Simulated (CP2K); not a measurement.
# GaP (F-43m) in CP2K: a series of runs

The runs below take GaP through single point, equation of state, with LDA.

Program: CP2K 2026.2. These are calculated values, not measurements. Logs are shortened: lines on timing, memory, paths and dates and some standing lists are left out, and cuts for length are marked.

**Experimental background.**

“Phosphorous dimerization in GaP at high pressure”, 2017, arxiv:1709.06667 reports, for a bulk crystal of GaP: bulk modulus 87.5 ± 0.6 GPa.

How close the calculation comes is told below.

**1. The crystal as given**

The structure is cubic, space group F-43m (No. 216). The conventional cell has a = 5.451 Å, b = 5.451 Å, c = 5.451 Å, α = 90.00°, β = 90.00°, γ = 90.00°. Ga (site symmetry -43m) has 4 P at 2.36 Å as nearest neighbours. P (site symmetry -43m) is surrounded by 4 Ga at 2.36 Å.

**2. Single point, LDA, 20.24 Å³/atom**

gap_eos.inp

```
&GLOBAL
  PROJECT gap_eos
  RUN_TYPE ENERGY_FORCE
  PRINT_LEVEL LOW
&END GLOBAL
&FORCE_EVAL
  METHOD QS
  STRESS_TENSOR ANALYTICAL
  &DFT
    BASIS_SET_FILE_NAME BASIS_MOLOPT_UZH
    POTENTIAL_FILE_NAME GTH_POTENTIALS
    &MGRID
      CUTOFF 450
      REL_CUTOFF 60
      NGRIDS 4
    &END MGRID
    &QS
      METHOD GPW
      EPS_DEFAULT 1.0E-10
    &END QS
    &KPOINTS
      SCHEME MONKHORST-PACK 8 8 8
      GAMMA_CENTERED T
      SYMMETRY T
      SYMMETRY_BACKEND SPGLIB
    &END KPOINTS
    &SCF
      SCF_GUESS ATOMIC
      EPS_SCF 1.0E-6
      MAX_SCF 100
      ADDED_MOS 10
      CHOLESKY OFF
      EPS_EIGVAL 1.0E-7
      &DIAGONALIZATION ON
        ALGORITHM STANDARD
      &END DIAGONALIZATION
      &MIXING ON
        METHOD BROYDEN_MIXING
        ALPHA 0.4
        BETA 1.5
        NBUFFER 8
      &END MIXING
      &SMEAR ON
        METHOD FERMI_DIRAC
        ELECTRONIC_TEMPERATURE [K] 1160.452
      &END SMEAR
    &END SCF
    &XC
      &XC_FUNCTIONAL
        &LDA_X
        &END LDA_X
        &LDA_C_PW
        &END LDA_C_PW
      &END XC_FUNCTIONAL
    &END XC
    &PRINT
      &KPOINTS ON
      &END KPOINTS
      &MULLIKEN ON
      &END MULLIKEN
      &MO ON
        ENERGIES T
        OCCUPATION_NUMBERS T
        &EACH
          QS_SCF 0
        &END EACH
        ADD_LAST NUMERIC
      &END MO
    &END PRINT
  &END DFT
  &SUBSYS
    &CELL
      A 3.8540855109 0.0000000000 0.0000000000
      B 1.9270427554 3.3377359608 0.0000000000
      C 1.9270427554 1.1125786536 3.1468476422
      PERIODIC XYZ
    &END CELL
    &COORD
      Ga  0.0000000000 0.0000000000 0.0000000000
      P   5.7811282663 3.3377359608 2.3601357316
    &END COORD
    &KIND Ga
      BASIS_SET TZVP-MOLOPT-PBE-GTH-q13
      POTENTIAL GTH-PADE-q13
    &END KIND
    &KIND P
      BASIS_SET TZVP-MOLOPT-PBE-GTH-q5
      POTENTIAL GTH-PADE-q5
    &END KIND
    &PRINT
      &ATOMIC_COORDINATES ON
      &END ATOMIC_COORDINATES
      &CELL ON
      &END CELL
    &END PRINT
  &END SUBSYS
  &PRINT
    &FORCES ON
    &END FORCES
    &STRESS_TENSOR ON
    &END STRESS_TENSOR
  &END PRINT
&END FORCE_EVAL
```

Potentials or basis: GTH_POTENTIALS Ga GTH-PADE-q13, P GTH-PADE-q5; TZVP-MOLOPT-PBE-GTH basis.

On the command line:

```
> OMP_NUM_THREADS=2 cp2k.psmp -i gap_eos.inp -o gap_eos.out
```

gap_eos.out:

```text

 CP2K| version string:                                       CP2K version 2026.2
 CP2K| Input file name                                               gap_eos.inp

 GLOBAL| Force Environment number                                              1
 GLOBAL| Basis set file name                                    BASIS_MOLOPT_UZH
 GLOBAL| Potential file name                                      GTH_POTENTIALS
 GLOBAL| MM Potential file name                                     MM_POTENTIAL
 GLOBAL| Coordinate file name                                      __STD_INPUT__
 GLOBAL| Method name                                                        CP2K
 GLOBAL| Project name                                                    gap_eos
 GLOBAL| Run type                                                   ENERGY_FORCE
 GLOBAL| FFT library                                                       FFTW3
[... 5 lines left out ...]
 GLOBAL| Global print level                                                  LOW
 GLOBAL| Total number of message passing processes                             1
 GLOBAL| Number of threads for this process                                    2
 GLOBAL| CPU model name                                                  UNKNOWN

 CELL| Volume [angstrom^3]:                                            40.480796
 CELL| Vector a [angstrom]:       3.854     0.000     0.000   |a| =     3.854086
 CELL| Vector b [angstrom]:       1.927     3.338     0.000   |b| =     3.854086
 CELL| Vector c [angstrom]:       1.927     1.113     3.147   |c| =     3.854086
 CELL| Angle (b,c), alpha [degree]:                                    60.000000
 CELL| Angle (a,c), beta  [degree]:                                    60.000000
 CELL| Angle (a,b), gamma [degree]:                                    60.000000
 CELL| Numerically orthorhombic:                                              NO
 CELL| Periodicity                                                           XYZ

 CELL_REF| Volume [angstrom^3]:                                        40.480796
 CELL_REF| Vector a [angstrom     3.854     0.000     0.000   |a| =     3.854086
 CELL_REF| Vector b [angstrom     1.927     3.338     0.000   |b| =     3.854086
 CELL_REF| Vector c [angstrom     1.927     1.113     3.147   |c| =     3.854086
 CELL_REF| Angle (b,c), alpha [degree]:                                60.000000
 CELL_REF| Angle (a,c), beta  [degree]:                                60.000000
 CELL_REF| Angle (a,b), gamma [degree]:                                60.000000
 CELL_REF| Numerically orthorhombic:                                          NO
 CELL_REF| Periodicity                                                       XYZ
[... 10 lines left out ...]

  Total number of            - Atomic kinds:                                   2
                             - Atoms:                                          2
                             - Shell sets:                                     2
                             - Shells:                                        17
                             - Primitive Cartesian functions:                 10
                             - Cartesian basis functions:                     58
                             - Spherical basis functions:                     51

  Maximum angular momentum of- Orbital basis functions:                        3
                             - Local part of the GTH pseudopotential:          0
                             - Non-local part of the GTH pseudopotential:      4

 MODULE QUICKSTEP: ATOMIC COORDINATES IN ANGSTROM

   Atom Kind Element         X             Y             Z       Z(eff)     Mass
      1    1 Ga   31      0.000000      0.000000      0.000000  13.0000  69.7230
      2    2 P    15      5.781128      3.337736      2.360136   5.0000  30.9738

 SCF PARAMETERS         Density guess:                                    ATOMIC
                        --------------------------------------------------------
[... 31 lines left out ...]
     9 Broy./Diag. 0.40E+00    2.3     0.00011101       -81.1798781490 -1.34E-03
    10 Broy./Diag. 0.40E+00    2.3     0.00000990       -81.1799479218 -6.98E-05
    11 Broy./Diag. 0.40E+00    2.3     0.00003148       -81.1798966352  5.13E-05
    12 Broy./Diag. 0.40E+00    2.3     0.00000265       -81.1798802894  1.63E-05
    13 Broy./Diag. 0.40E+00    2.3     0.00000172       -81.1798730808  7.21E-06
    14 Broy./Diag. 0.40E+00    2.3     0.00000016       -81.1798720808  1.00E-06

  *** SCF run converged in    14 steps ***

  Electronic density on regular grids:        -17.9999999618        0.0000000382
  Core density on regular grids:               17.9999999983       -0.0000000017
  Total charge density on r-space grids:        0.0000000364
  Total charge density g-space grids:           0.0000000364

  Overlap energy of the core charge distribution:               0.00000000045735
  Self energy of the core charge distribution:               -113.69477796600728
  Core Hamiltonian energy:                                     32.52418586486973
  Hartree energy:                                              11.61611727509526
  Exchange-correlation energy:                                -11.62539587368084
  Electronic entropic energy:                                  -0.00000138157283
  Fermi energy:                                                 0.18759432255620

  Total energy:                                               -81.17987208084369
  Total energy (extrapolated to T->0):                        -81.17987139005729

 MO| EIGENVALUES AND OCCUPATION NUMBERS FOR K POINT 1
 MO|
 MO|  Index      Eigenvalue [a.u.]        Eigenvalue [eV]             Occupation
 MO|      1              -0.377106             -10.261565               2.000000
 MO|      2              -0.373685             -10.168485               2.000000
 MO|      3              -0.373685             -10.168485               2.000000
 MO|      4              -0.370521             -10.082384               2.000000
 MO|      5              -0.370521             -10.082383               2.000000
 MO|      6              -0.241414              -6.569203               2.000000
[... 11 lines left out ...]
 MO|     18               0.765214              20.822541               0.000000
[... 311 lines left out ...]
 MO|      5              -0.370363             -10.078087               2.000000
 MO|      6              -0.224986              -6.122187               2.000000
[... 11 lines left out ...]
 MO|     18               0.777905              21.167869               0.000000
 MO|     19               0.831681              22.631189               0.000000
 MO| Sum:                                                              18.000000
 MO| E(Fermi):            0.187594 a.u.          5.104701 eV

 [... the levels of further k-points ...]

 !-----------------------------------------------------------------------------!
                     Mulliken Population Analysis

 #  Atom  Element  Kind  Atomic population                           Net charge
       1     Ga       1         12.857051                              0.142949
       2     P        2          5.142949                             -0.142949
 # Total charge                             18.000000                  0.000000

 !-----------------------------------------------------------------------------!

 ENERGY| Total FORCE_EVAL ( QS ) energy [hartree]            -81.179871387616103

 FORCES| Atomic forces [hartree/bohr]
 FORCES|   Atom     x               y               z               |f|
 FORCES|      1 -2.07459652E-09 -4.47535755E-08 -6.56741080E-08   7.95001568E-08
 FORCES|      2  2.06016921E-09  4.47453984E-08  6.56682563E-08   7.94903445E-08
 FORCES| Sum    -1.44273141E-11 -8.17704229E-12 -5.85168413E-12
 FORCES| Total atomic force                                       1.75856083E-11

 STRESS| Analytical stress tensor [bar]
 STRESS|                        x                   y                   z
 STRESS|      x       -2.47326073928E+04   1.06622666202E-01   7.78906559221E-02
 STRESS|      y        1.06622666202E-01  -2.47329883755E+04  -1.75399193474E-01
 STRESS|      z        7.78906559221E-02  -1.75399193474E-01  -2.47324240997E+04
 STRESS| 1/3 Trace                                            -2.47326732893E+04
 STRESS| Determinant                                          -1.51291030779E+13

 STRESS| Eigenvectors and eigenvalues of the analytical stress tensor [bar]
 STRESS|                        1                   2                   3
 STRESS| Eigenvalues  -2.47330717317E+04  -2.47325835741E+04  -2.47323645622E+04
 STRESS|      x          -0.259347696646      0.944232428406      0.202888869560
 STRESS|      y           0.923877135475      0.303769415286     -0.232755624813
 STRESS|      z           0.281406842117     -0.127079752452      0.951136649345
```

Wall time 39 s (2 threads of Arm Neoverse V1, shared host); peak memory 0.31 GiB.

What came out:

```
Free energy            : -2209.0166 eV
Pressure               : -2.5 GPa
Band gap on the k mesh : 1.49 eV, indirect (least direct gap 1.55 eV)
Mulliken charges       : Ga +0.14; P -0.14 e
```

Caveat: Mulliken charges move with the basis; the basis of atomic orbitals isn't converged, which shifts pressures, moduli and gaps.

**3. Single point, LDA, 19.84 Å³/atom (volume scaled by 0.98)**

gap_eos.inp, as its differences from that of step 2:

```diff
@@ -11,2 +11,3 @@
     POTENTIAL_FILE_NAME GTH_POTENTIALS
+    WFN_RESTART_FILE_NAME previous-RESTART.kp
     &MGRID
@@ -27,3 +28,3 @@
     &SCF
-      SCF_GUESS ATOMIC
+      SCF_GUESS RESTART
       EPS_SCF 1.0E-6
@@ -72,5 +73,5 @@
     &CELL
-      A 3.8540855109 0.0000000000 0.0000000000
-      B 1.9270427554 3.3377359608 0.0000000000
-      C 1.9270427554 1.1125786536 3.1468476422
+      A 3.8282183858 0.0000000000 0.0000000000
+      B 1.9141091928 3.3153343733 0.0000000000
+      C 1.9141091928 1.1051114578 3.1257272230
       PERIODIC XYZ
@@ -79,3 +80,3 @@
       Ga  0.0000000000 0.0000000000 0.0000000000
-      P   5.7811282663 3.3377359608 2.3601357316
+      P   5.7423275786 3.3153343733 2.3442954173
     &END COORD
```

Potentials or basis: GTH_POTENTIALS Ga GTH-PADE-q13, P GTH-PADE-q5; TZVP-MOLOPT-PBE-GTH basis.

On the command line:

```
> OMP_NUM_THREADS=2 cp2k.psmp -i gap_eos.inp -o gap_eos.out
```

Run time: 30 s. Hardware: 2 threads of Arm Neoverse V1, shared host; peak memory 0.31 GiB.

Results (log left out):

* Free energy: -2209.0250 eV
* Pressure: -0.8 GPa
* Band gap on the k mesh: 1.49 eV, indirect (least direct gap 1.72 eV)
* Mulliken charges: Ga +0.14; P -0.14 e

Caveat: Mulliken charges move with the basis; the basis of atomic orbitals isn't converged, which shifts pressures, moduli and gaps.

**4. Single point, LDA, 20.65 Å³/atom (volume scaled by 1.02)**

gap_eos.inp, as its differences from that of step 3:

```diff
@@ -73,5 +73,5 @@
     &CELL
-      A 3.8282183858 0.0000000000 0.0000000000
-      B 1.9141091928 3.3153343733 0.0000000000
-      C 1.9141091928 1.1051114578 3.1257272230
+      A 3.8796099999 0.0000000000 0.0000000000
+      B 1.9398049999 3.3598408167 0.0000000000
+      C 1.9398049999 1.1199469389 3.1676883002
       PERIODIC XYZ
@@ -80,3 +80,3 @@
       Ga  0.0000000000 0.0000000000 0.0000000000
-      P   5.7423275786 3.3153343733 2.3442954173
+      P   5.8194149998 3.3598408167 2.3757662252
     &END COORD
```

On the command line:

```
> OMP_NUM_THREADS=2 cp2k.psmp -i gap_eos.inp -o gap_eos.out
```

Wall time 28 s (2 threads of Arm Neoverse V1, shared host); peak memory 0.31 GiB.

The run converged. Its results:

| Quantity | Value |
| --- | --- |
| Free energy | -2209.0003 eV |
| Pressure | -4.0 GPa |
| Band gap on the k mesh | 1.39 eV, direct |
| Mulliken charges | Ga +0.15; P -0.15 e |

Caveat: Mulliken charges move with the basis; the basis of atomic orbitals isn't converged, which shifts pressures, moduli and gaps.

**5. Single point, LDA, 19.43 Å³/atom (volume scaled by 0.96)**

gap_eos.inp, as its differences from that of step 4:

```diff
@@ -73,5 +73,5 @@
     &CELL
-      A 3.8796099999 0.0000000000 0.0000000000
-      B 1.9398049999 3.3598408167 0.0000000000
-      C 1.9398049999 1.1199469389 3.1676883002
+      A 3.8019968890 0.0000000000 0.0000000000
+      B 1.9009984444 3.2926258910 0.0000000000
+      C 1.9009984444 1.0975419637 3.1043174605
       PERIODIC XYZ
@@ -80,3 +80,3 @@
       Ga  0.0000000000 0.0000000000 0.0000000000
-      P   5.8194149998 3.3598408167 2.3757662252
+      P   5.7029953334 3.2926258910 2.3282380954
     &END COORD
```

On the command line:

```
> OMP_NUM_THREADS=2 cp2k.psmp -i gap_eos.inp -o gap_eos.out
```

Wall time 30 s (2 threads of Arm Neoverse V1, shared host); peak memory 0.31 GiB.

It converged, with:

- Free energy: -2209.0246 eV
- Pressure: 1.0 GPa
- Band gap on the k mesh: 1.45 eV, indirect (least direct gap 1.89 eV)
- Mulliken charges: Ga +0.13; P -0.13 e

Caveat: Mulliken charges move with the basis; the basis of atomic orbitals isn't converged, which shifts pressures, moduli and gaps.

**6. Single point, LDA, 21.05 Å³/atom (volume scaled by 1.04)**

gap_eos.inp, as its differences from that of step 5:

```diff
@@ -73,5 +73,5 @@
     &CELL
-      A 3.8019968890 0.0000000000 0.0000000000
-      B 1.9009984444 3.2926258910 0.0000000000
-      C 1.9009984444 1.0975419637 3.1043174605
+      A 3.9048029785 0.0000000000 0.0000000000
+      B 1.9524014892 3.3816585762 0.0000000000
+      C 1.9524014892 1.1272195254 3.1882582811
       PERIODIC XYZ
@@ -80,3 +80,3 @@
       Ga  0.0000000000 0.0000000000 0.0000000000
-      P   5.7029953334 3.2926258910 2.3282380954
+      P   5.8572044677 3.3816585762 2.3911937108
     &END COORD
```

Potentials or basis: GTH_POTENTIALS Ga GTH-PADE-q13, P GTH-PADE-q5; TZVP-MOLOPT-PBE-GTH basis.

On the command line:

```
> OMP_NUM_THREADS=2 cp2k.psmp -i gap_eos.inp -o gap_eos.out
```

Wall time 27 s (2 threads of Arm Neoverse V1, shared host); peak memory 0.3 GiB.

Results (log left out):

```
Free energy            : -2208.9770 eV
Pressure               : -5.3 GPa
Band gap on the k mesh : 1.24 eV, direct
Mulliken charges       : Ga +0.15; P -0.15 e
```

Caveat: Mulliken charges move with the basis; the basis of atomic orbitals isn't converged, which shifts pressures, moduli and gaps.

**7. Single point, LDA, 19.03 Å³/atom (volume scaled by 0.94)**

gap_eos.inp, as its differences from that of step 6:

```diff
@@ -73,5 +73,5 @@
     &CELL
-      A 3.9048029785 0.0000000000 0.0000000000
-      B 1.9524014892 3.3816585762 0.0000000000
-      C 1.9524014892 1.1272195254 3.1882582811
+      A 3.7754086283 0.0000000000 0.0000000000
+      B 1.8877043141 3.2695997818 0.0000000000
+      C 1.8877043141 1.0898665939 3.0826082365
       PERIODIC XYZ
@@ -80,3 +80,3 @@
       Ga  0.0000000000 0.0000000000 0.0000000000
-      P   5.8572044677 3.3816585762 2.3911937108
+      P   5.6631129424 3.2695997818 2.3119561774
     &END COORD
```

On the command line:

```
> OMP_NUM_THREADS=2 cp2k.psmp -i gap_eos.inp -o gap_eos.out
```

It took 31 s on 2 threads of Arm Neoverse V1, shared host; peak memory 0.31 GiB.

It converged, with:

| Property | Result |
| --- | --- |
| Free energy | -2209.0142 eV |
| Pressure | 3.1 GPa |
| Band gap on the k mesh | 1.41 eV, indirect (least direct gap 2.07 eV) |
| Mulliken charges | Ga +0.13; P -0.13 e |

Caveat: Mulliken charges move with the basis; the basis of atomic orbitals isn't converged, which shifts pressures, moduli and gaps.

**8. Single point, LDA, 21.45 Å³/atom (volume scaled by 1.06)**

gap_eos.inp, as its differences from that of step 7:

```diff
@@ -73,5 +73,5 @@
     &CELL
-      A 3.7754086283 0.0000000000 0.0000000000
-      B 1.8877043141 3.2695997818 0.0000000000
-      C 1.8877043141 1.0898665939 3.0826082365
+      A 3.9296750056 0.0000000000 0.0000000000
+      B 1.9648375028 3.4031983835 0.0000000000
+      C 1.9648375028 1.1343994612 3.2085662062
       PERIODIC XYZ
@@ -80,3 +80,3 @@
       Ga  0.0000000000 0.0000000000 0.0000000000
-      P   5.6631129424 3.2695997818 2.3119561774
+      P   5.8945125084 3.4031983835 2.4064246546
     &END COORD
```

On the command line:

```
> OMP_NUM_THREADS=2 cp2k.psmp -i gap_eos.inp -o gap_eos.out
```

It took 26 s on 2 threads of Arm Neoverse V1, shared host; peak memory 0.3 GiB.

The run converged. Its results:

| Property | Result |
| --- | --- |
| Free energy | -2208.9473 eV |
| Pressure | -6.4 GPa |
| Band gap on the k mesh | 1.08 eV, direct |
| Mulliken charges | Ga +0.15; P -0.15 e |

Caveat: Mulliken charges move with the basis; the basis of atomic orbitals isn't converged, which shifts pressures, moduli and gaps.

**9. Equation of state, LDA**

Potentials or basis: GTH_POTENTIALS Ga GTH-PADE-q13, P GTH-PADE-q5; TZVP-MOLOPT-PBE-GTH basis.

No new run: the results of the series are fitted here.

What came out:

| Item | Value |
| --- | --- |
| Equilibrium volume | 19.65 Å³/atom |
| Bulk modulus | 90 GPa |
| Pressure derivative of the bulk modulus | 4.5 |

Energy against volume, from the lowest point:
| volume (Å³/atom) | energy (meV/atom) |
| --- | --- |
| 19.026 | 5.43 |
| 19.431 | 0.23 |
| 19.836 | 0.00 |
| 20.240 | 4.19 |
| 20.645 | 12.35 |
| 21.050 | 24.04 |
| 21.455 | 38.87 |

Caveat: the basis of atomic orbitals isn't converged, which shifts pressures, moduli and gaps. LDA usually gives volumes a few per cent too small.

**10. How close it comes**

Step 9. Against the measured bulk modulus of GaP, 87.5 GPa (“Phosphorous dimerization in GaP at high pressure”, 2017, arxiv:1709.06667), the calculated 90 GPa is off by +2.3 %. The fit is for a static lattice scaled at fixed shape and fixed fractional positions.
